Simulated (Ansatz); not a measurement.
# 2H-WS2 bilayer (2H stacking) in a perpendicular field, part 4 of 4

What dipole does a perpendicular field induce in the 2H-WS2 bilayer (2H stacking), and does the gap follow? A positive field points along +c.

Ansatz 0.2.0; plane-wave DFT, r2SCAN-D4, Ansatz PAW (the session's first sound run).

So far. Step 17 (Same geometry, cutoff 420 eV, functional PBE (run 2)): The dipole is -0.0493 e·Å. Step 18 (Response at this level): The induced dipole is that of a conductor 10.23 Å thick.

## 19. Same geometry, cutoff 500 eV, functional r2SCAN

This step: plane-wave DFT, r2SCAN, Ansatz PAW (Ansatz 0.2.0).

The geometry is kept and the functional is r2SCAN; other changes against the main runs: SCF threshold 1.0e-10 → 1.0e-09 eV, k-mesh 18×18×1 → 6×6×1 and no dispersion term, which doesn't act on the electrons.

input.yaml reads:

```yaml
crystal:
  lattice:
    - [3.1721836709, 0.0, 0.0]
    - [-1.5860918355, 2.7471916445, 0.0]
    - [0.0, 0.0, 27.4035689022]
  atoms:
    - { symbol: S, position: [0.3333333333, 0.6666666667, 0.3284243754] }
    - { symbol: W, position: [0.0, 0.0, 0.3853829132] }
    - { symbol: S, position: [0.3333333333, 0.6666666667, 0.442334276] }
    - { symbol: S, position: [0.0, 0.0, 0.557665724] }
    - { symbol: W, position: [0.3333333333, 0.6666666667, 0.6146170868] }
    - { symbol: S, position: [0.0, 0.0, 0.6715756246] }
kpoints:
  mp_grid: { grid: [6, 6, 1] }
hamiltonian:
  xc: r2scan
scf:
  occupations: { method: fermi_dirac, width: 0.05 }
  convergence: { dr2_threshold: 1.0e-09 }
efield:
  axis: 3
  dipole_correction: true
  ramp_position: 0.97
  ramp_width: 0.06
  amplitude: 0.1
output:
  write_potential: true
  write_density: true
  volumetric_format: npy
```

The run is started by

```bash
> ansatz run input.yaml --threads 4 --pin off --max-ram 6144MiB --backend cpu --events-out ev --progress --plain --runs-dir out
```

Numbers of over 12 decimals in the logs are rounded to 6 here.

What it wrote:

```text
[...]
Crystal: 6 atoms, lattice volume = 238.811 Å³
Basis set: ecut = 500 eV, 6033 PW (Γ), exchange–correlation on 96×96×800 points (64 copies of the dense FFT grid, shifted against one another)
Bands: 32, of which v1, the nominal top of the filled ones, is band 26 counted from 1 (25 counted from 0)
Symmetry: 6 space group operations
k-points: 7 of 36 (time reversal used)
[...]
k-point 0: bands = [... 22 lower, -0.1086, -0.1086, 1.3815, 2.0043, 4.6334, 4.6334, 4.7427, 4.7427, ... 2 higher]
  k-point 1: bands = [... 22 lower, -0.0921, 0.3113, 1.1363, 1.3792, 4.0630, 4.3672, 4.4257, 4.5768, ... 2 higher]
  k-point 2: bands = [... 22 lower, -0.2356, -0.1072, 0.2671, 0.4306, 4.2169, 4.2695, 4.4053, 4.5807, ... 2 higher]
  k-point 6: bands = [... 22 lower, -0.9659, -0.8545, 1.4991, 1.6429, 3.4770, 3.5958, 4.8795, 5.4316, ... 2 higher]
[key lines of the parts left out:]
SCF converged after 12 iterations
Free energy (F): -24423.255427 eV
Fermi energy:    2.716124 eV
Dipole field:    D = 0.036971 V/Å  (p = 0.048793 e·Å, saw-weighted, corrected)
```

Elapsed: 6 s, on 4 threads of Arm Neoverse V1, shared host; peak memory 0.86 GiB.

The dipole is 0.0488 e·Å.

## 20. Same geometry, cutoff 500 eV, functional r2SCAN (run 2)

The same run in the opposite field.

Edit input.yaml of step 19 so:

```diff
@@ -24,3 +24,3 @@
   ramp_width: 0.06
-  amplitude: 0.1
+  amplitude: -0.1
 output:
```

What it wrote:

```text
[...]
Crystal: 6 atoms, lattice volume = 238.811 Å³
Basis set: ecut = 500 eV, 6033 PW (Γ), exchange–correlation on 96×96×800 points (64 copies of the dense FFT grid, shifted against one another)
Bands: 32, of which v1, the nominal top of the filled ones, is band 26 counted from 1 (25 counted from 0)
Symmetry: 6 space group operations
k-points: 7 of 36 (time reversal used)
[...]
k-point 0: bands = [... 22 lower, -0.1086, -0.1086, 1.3815, 2.0043, 4.6334, 4.6334, 4.7427, 4.7427, ... 2 higher]
  k-point 1: bands = [... 22 lower, -0.0921, 0.3113, 1.1363, 1.3792, 4.0630, 4.3672, 4.4257, 4.5768, ... 2 higher]
  k-point 2: bands = [... 22 lower, -0.2356, -0.1072, 0.2671, 0.4306, 4.2169, 4.2695, 4.4053, 4.5807, ... 2 higher]
  k-point 6: bands = [... 22 lower, -0.9659, -0.8545, 1.4991, 1.6429, 3.4770, 3.5958, 4.8795, 5.4316, ... 2 higher]
[key lines of the parts left out:]
SCF converged after 12 iterations
Free energy (F): -24423.255427 eV
Fermi energy:    2.716126 eV
Dipole field:    D = -0.036974 V/Å  (p = -0.048797 e·Å, saw-weighted, corrected)
```

Wall time 5.8 s (4 threads); peak memory 0.86 GiB; 22 s of CPU time.

The dipole is -0.0488 e·Å.

## 21. Response at this level

This step: plane-wave DFT, r2SCAN, Ansatz PAW; response to a field along the normal, atoms held (Ansatz 0.2.0).

The induced dipole is that of a conductor 10.13 Å thick.

## 22. Same geometry, cutoff 420 eV, functional HSE06

This step: plane-wave DFT, HSE06, Ansatz PAW (Ansatz 0.2.0).

The geometry is kept and the functional is HSE06; other changes against the main runs: SCF threshold 1.0e-10 → 1.0e-09 eV, cutoff 500 → 420, k-mesh 18×18×1 → 6×6×1 and no dispersion term, which doesn't act on the electrons.

Edit input.yaml of step 20 so:

```diff
@@ -15,3 +15,3 @@
 hamiltonian:
-  xc: r2scan
+  xc: hse06
 scf:
@@ -24,3 +24,3 @@
   ramp_width: 0.06
-  amplitude: -0.1
+  amplitude: 0.1
 output:
```

What it wrote:

```text
[...]
Crystal: 6 atoms, lattice volume = 238.811 Å³
Basis set: ecut = 420 eV, 4675 PW (Γ)
Bands: 32, of which v1, the nominal top of the filled ones, is band 26 counted from 1 (25 counted from 0)
Symmetry: 6 space group operations
k-points: 7 of 36 (time reversal used)
[...]
k-point 0: bands = [... 22 lower, -0.4279, -0.4279, 1.1255, 1.7779, 4.9661, 4.9661, 5.0756]
  k-point 1: bands = [... 22 lower, -0.4984, -0.0875, 0.8470, 1.1041, 4.3142, 4.6366, 4.7223]
  k-point 2: bands = [... 22 lower, -0.6217, -0.4869, -0.0930, 0.0769, 4.4880, 4.5662, 4.7091]
  k-point 6: bands = [... 22 lower, -1.4587, -1.3425, 1.3004, 1.4519, 3.6458, 3.7705, 5.2326]
  guard bands above this table: 3 of the run's 32 bands. The solve was not asked for them (output.publish_guard_bands: true or output.eigenvalues: true publishes all)
[key lines of the parts left out:]
Free energy (F): -24386.914280 eV
Fermi energy:    2.690825 eV
Dipole field:    D = 0.036714 V/Å  (p = 0.048453 e·Å, saw-weighted, corrected)
```

Run time: 31 s. Hardware: 4 threads; peak memory 2.6 GiB.

A gap read on the k-mesh alone can miss the band edges.

The dipole is 0.0485 e·Å.

## 23. Same geometry, cutoff 420 eV, functional HSE06 (run 2)

The same run in the opposite field.

Edit input.yaml of step 22 so:

```diff
@@ -24,3 +24,3 @@
   ramp_width: 0.06
-  amplitude: 0.1
+  amplitude: -0.1
 output:
```

What it wrote:

```text
[...]
Crystal: 6 atoms, lattice volume = 238.811 Å³
Basis set: ecut = 420 eV, 4675 PW (Γ)
Bands: 32, of which v1, the nominal top of the filled ones, is band 26 counted from 1 (25 counted from 0)
Symmetry: 6 space group operations
k-points: 7 of 36 (time reversal used)
[...]
--- Band table (eV; the first three rows and the last of 7) ---
  k-point 0: bands = [... 22 lower, -0.4279, -0.4279, 1.1255, 1.7779, 4.9661, 4.9661, 5.0755]
  k-point 1: bands = [... 22 lower, -0.4984, -0.0875, 0.8469, 1.1041, 4.3142, 4.6366, 4.7223]
  k-point 2: bands = [... 22 lower, -0.6217, -0.4869, -0.0930, 0.0769, 4.4880, 4.5662, 4.7091]
  k-point 6: bands = [... 22 lower, -1.4587, -1.3426, 1.3004, 1.4519, 3.6458, 3.7705, 5.2326]
[...]
[key lines of the parts left out:]
Free energy (F): -24386.914280 eV
Fermi energy:    2.690819 eV
Dipole field:    D = -0.036716 V/Å  (p = -0.048456 e·Å, saw-weighted, corrected)
```

The job ended after 31 s (4 threads; peak memory 2.6 GiB).

The dipole is -0.0485 e·Å.

## 24. Side by side

Times are for 4 threads of Arm Neoverse V1, shared host. Results by setting:

```csv
no.,functional,field,dipole along the normal (e·Å),time,memory (GiB)
1,lda,0.1 V/Å,0.04961,2.3 s,0.46
2,lda,-0.1 V/Å,-0.04962,2.3 s,0.47
3,pbe,0.1 V/Å,0.04927,2.3 s,0.48
4,pbe,-0.1 V/Å,-0.04927,2.2 s,0.48
5,r2scan,0.1 V/Å,0.04879,6 s,0.86
6,r2scan,-0.1 V/Å,-0.04880,5.8 s,0.86
7,hse06,0.1 V/Å,0.04845,31 s,2.6
8,hse06,-0.1 V/Å,-0.04846,31 s,2.6
```

## 25. Response at this level

This step: plane-wave DFT, HSE06, Ansatz PAW; response to a field along the normal, atoms held (Ansatz 0.2.0).

The induced dipole is that of a conductor 10.06 Å thick.

## 26. A changed input: scf.mixing.algorithm = "broyden" and scf.mixing.beta = 0.7

This step: plane-wave DFT, r2SCAN-D4, Ansatz PAW (Ansatz 0.2.0).

A run with a changed input: it repeats the earlier run at 0.1 V/Å with scf.mixing.algorithm to broyden and scf.mixing.beta to 0.7.

input.yaml, the sections that differ from step 23:

```yaml
kpoints:
  mp_grid: { grid: [18, 18, 1] }
  band_path:
    path: [[0, 0, 0], [0.5, 0, 0], [0.33333333, 0.33333333, 0], [0, 0, 0]]
    npoints: 16
hamiltonian:
  xc: r2scan
  dispersion: d4
scf:
  occupations: { method: fermi_dirac, width: 0.05 }
  convergence: { dr2_threshold: 1.0e-10 }
  mixing: { algorithm: broyden, beta: 0.7 }
efield:
  axis: 3
  dipole_correction: true
  ramp_position: 0.97
  ramp_width: 0.06
  amplitude: 0.1
# crystal, output: as in step 23
```

What it wrote:

```text
[...]
Crystal: 6 atoms, lattice volume = 238.811 Å³
Basis set: ecut = 500 eV, 6033 PW (Γ), exchange–correlation on 96×96×800 points (64 copies of the dense FFT grid, shifted against one another)
Bands: 32, of which v1, the nominal top of the filled ones, is band 26 counted from 1 (25 counted from 0)
Symmetry: 6 space group operations
k-points: 37 of 324 (time reversal used)
[...]
SCF iter   1: F=—  HF=-24423.909177 eV  |F-HF|=—  |Δ(HF+E_count)|=         —  Δρ=5.86e-3  dr2=1.91e-1  dr2_τ=1.71e-1  ethr=1.77e-3  p=-0.000 e·Å  D=-7.18e-6 V/Å  ΔV_dip=0.00 eV  dr2_dipole=6.39e-2  V_vac-E_F(+/−)=6.21/3.71 eV  ⟨swp⟩=9.1  Hψ=6702  notcnv=0
[...]
SCF iter  13: F=-24424.035175 eV  HF=-24424.035175 eV  |F-HF|=4.40e-10  |Δ(HF+E_count)|=  8.08e-10  Δρ=7.81e-8  dr2=1.17e-11  dr2_τ=7.81e-13  ethr=1.00e-12  p=0.049 e·Å  D=3.70e-2 V/Å  ΔV_dip=-1.01 eV  dr2_dipole=1.83e-16  V_vac-E_F(+/−)=5.50/4.01 eV  ⟨swp⟩=8.6  Hψ=3832  notcnv=0
SCF 1 converged in 13 iterations: F = -24424.035175 eV  dr2 = 1.17e-11
[...]
SCF converged after 13 iterations
[...]
Free energy (F): -24424.035175 eV
[...]
Internal energy: -24424.035175 eV  (E = F + TS)
E sigma→0 (E₀):  -24424.035175 eV
Entropy (-TS):   -0.000000 eV (-0.000 meV/atom)
Fermi energy:    2.733892 eV
Dipole field:    D = 0.036960 V/Å  (p = 0.048778 e·Å, saw-weighted, corrected)
Work function:   not extracted (applied field tilts the vacuum); planar V_es + V_field profile in the machine report
[...]
--- Band table (eV; the first three rows and the last of 37) ---
  k-point 0: bands = [... 22 lower, -0.1087, -0.1087, 1.3808, 2.0037, 4.6326, 4.6326, 4.7419, 4.7419, ... 2 higher]
  k-point 1: bands = [... 22 lower, -0.1110, 0.1699, 1.3675, 1.9389, 4.5917, 4.6660, 4.7135, 4.7162, ... 2 higher]
  k-point 2: bands = [... 22 lower, -0.0490, 0.3337, 1.3044, 1.7305, 4.3685, 4.5089, 4.5872, 4.5880, ... 2 higher]
  k-point 36: bands = [... 22 lower, -0.9665, -0.8549, 1.4969, 1.6410, 3.4756, 3.5948, 4.8788, 5.4310, ... 2 higher]
```

Wall time 32 s (4 threads); peak memory 1.1 GiB; 2.1 min of CPU time.

This step gave:

```
dipole along the normal            : 0.04878 e·Å
gap along the path                 : 1.472 eV
smallest direct gap along the path : 1.835 eV
gap, the smaller of path and mesh  : 1.472 eV
```

Electronic bands along the path, in eV, zero at the Fermi level of the run, which the smearing sets inside the gap:

```csv
point,band 23,band 24,band 25,band 26,band 27,band 28,band 29,band 30
Γ,-2.84,-2.84,-1.35,-0.73,1.90,1.90,2.01,2.01
halfway,-3.07,-2.70,-2.09,-1.96,1.20,1.51,1.63,1.66
M,-2.62,-2.48,-2.20,-2.06,1.84,1.96,2.27,2.44
halfway,-3.52,-3.33,-1.70,-1.55,1.48,1.61,2.53,2.66
K,-3.70,-3.59,-1.24,-1.09,0.74,0.86,2.14,2.70
halfway,-2.70,-2.51,-2.11,-1.99,0.87,1.26,1.76,1.95
Γ,-2.84,-2.84,-1.35,-0.73,1.90,1.90,2.01,2.01
```

```csv
quantity,this run,earlier run,difference
dipole along the normal (e·Å),0.04878,0.04878,2.3e-6
gap along the path (eV),1.472,1.472,-1.0e-6
smallest direct gap along the path (eV),1.835,1.835,-3.0e-6
```

Nothing in the table moves by 0.01 in its unit (for the dipole 0.5 % and 5e-5 e·Å).

## 27. The same run with other settings

Another changed input: it repeats the earlier run at 0.1 V/Å with efield.dipole_correction from true to false.

Edit input.yaml of step 26 so:

```diff
@@ -23,6 +23,5 @@
   convergence: { dr2_threshold: 1.0e-10 }
-  mixing: { algorithm: broyden, beta: 0.7 }
 efield:
   axis: 3
-  dipole_correction: true
+  dipole_correction: false
   ramp_position: 0.97
```

What it wrote:

```text
[...]
Crystal: 6 atoms, lattice volume = 238.811 Å³
Basis set: ecut = 500 eV, 6033 PW (Γ), exchange–correlation on 96×96×800 points (64 copies of the dense FFT grid, shifted against one another)
Bands: 32, of which v1, the nominal top of the filled ones, is band 26 counted from 1 (25 counted from 0)
Symmetry: 6 space group operations
k-points: 37 of 324 (time reversal used)
[...]
SCF iter   1: F=—  HF=-24423.909176 eV  |F-HF|=—  |Δ(HF+E_count)|=         —  Δρ=5.86e-3  dr2=1.91e-1  dr2_τ=1.71e-1  ethr=1.77e-3  p=-0.000 e·Å  V_vac-E_F(+/−)=6.21/3.71 eV  ⟨swp⟩=9.1  Hψ=6702  notcnv=0
[...]
SCF iter  14: F=-24424.036605 eV  HF=-24424.036605 eV  |F-HF|=5.09e-11  |Δ(HF+E_count)|=  4.44e-10  Δρ=7.29e-8  dr2=8.48e-11  dr2_τ=2.08e-12  ethr=1.00e-12  p=0.077 e·Å  V_vac-E_F(+/−)=5.93/3.57 eV  ⟨swp⟩=9.4  Hψ=3765  notcnv=0
SCF 1 converged in 14 iterations: F = -24424.036605 eV  dr2 = 8.48e-11
[...]
SCF converged after 14 iterations
Free energy (F): -24424.036605 eV
[...]
Internal energy: -24424.036605 eV  (E = F + TS)
E sigma→0 (E₀):  -24424.036605 eV
Entropy (-TS):   -0.000000 eV (-0.000 meV/atom)
Fermi energy:    2.724112 eV
Dipole field:    D = 0.058639 V/Å  (p = 0.077390 e·Å, saw-weighted)
Work function:   not extracted (applied field tilts the vacuum); planar V_es + V_field profile in the machine report
[...]
--- Band table (eV; the first three rows and the last of 37) ---
  k-point 0: bands = [... 22 lower, -0.0745, -0.0745, 1.3736, 2.0111, 4.5974, 4.5974, 4.7352, 4.7352, ... 2 higher]
  k-point 1: bands = [... 22 lower, -0.1225, 0.1830, 1.3599, 1.9469, 4.5554, 4.6318, 4.6880, 4.6995, ... 2 higher]
  k-point 2: bands = [... 22 lower, -0.0608, 0.3440, 1.2944, 1.7411, 4.3409, 4.4904, 4.5566, 4.6052, ... 2 higher]
  k-point 36: bands = [... 22 lower, -0.9985, -0.8217, 1.4657, 1.6712, 3.4402, 3.6293, 4.8688, 5.4399, ... 2 higher]
```

Elapsed: 33 s, on 4 threads; peak memory 1.1 GiB.

```csv
quantity,this run,earlier run,difference
dipole along the normal (e·Å),0.07739,0.04878,0.029
gap along the path (eV),1.429,1.472,-0.043
smallest direct gap along the path (eV),1.769,1.835,-0.066
```

With the dipole correction off, the periodic images add a field of their own to the typed one.

What moves beyond 0.01 in its unit (for the dipole 0.5 % and 5e-5 e·Å): dipole along the normal (+0.0286 e·Å), smallest direct gap along the path (-0.0656 eV) and gap along the path (-0.0427 eV).

These numbers are not those of the isolated slab.

## 28. What came out

```json
{"gap without field": "1.54 eV", "ionisation energy, upper face": "5.51 eV", "electron affinity, upper face": "3.97 eV", "equivalent conductor thickness, atoms held": "10.1 Å", "equivalent conductor thickness, atoms relaxed": "10.1 Å", "equivalent conductor thickness, LDA": "10.3 Å", "equivalent conductor thickness, PBE": "10.2 Å", "equivalent conductor thickness, r2SCAN": "10.1 Å", "equivalent conductor thickness, HSE06": "10.1 Å"}
```

In words: The induced dipole equals that of a perfect conductor 10.13 Å thick, while the outer atoms lie 9.40 Å apart; an out-of-plane ε follows only once a thickness t is chosen, by 1 − 1/ε = 10.13 Å / t. The gap goes from 1.54 eV to 1.27 eV at 0.35 V/Å. Across the functionals the thickness runs from 10.06 to 10.30 Å; those runs use a coarser k-mesh, so they are to be compared with each other. With the field reversed the gap is 1.40 eV at -0.2 V/Å. Semilocal functionals give gaps that are too small, and excitons are not included. Spin-orbit coupling is left out, which matters for the bands of elements this heavy.

[Logs are printed without paths, hosts, clocks, repeated set-up lines and the standing remarks that a program may print on its own settings, such as how far it seeks lower states.]

[Hosts, paths, dates, database ids (printed as entryN), source tags and the programs' standing remarks are cut or masked in the printed files.]

[Maps of the electrostatic potential energy from Ansatz leave out the sawtooth potential of an applied field or a dipole correction, so their vacuum need not be flat; planar profiles and work functions include it.]
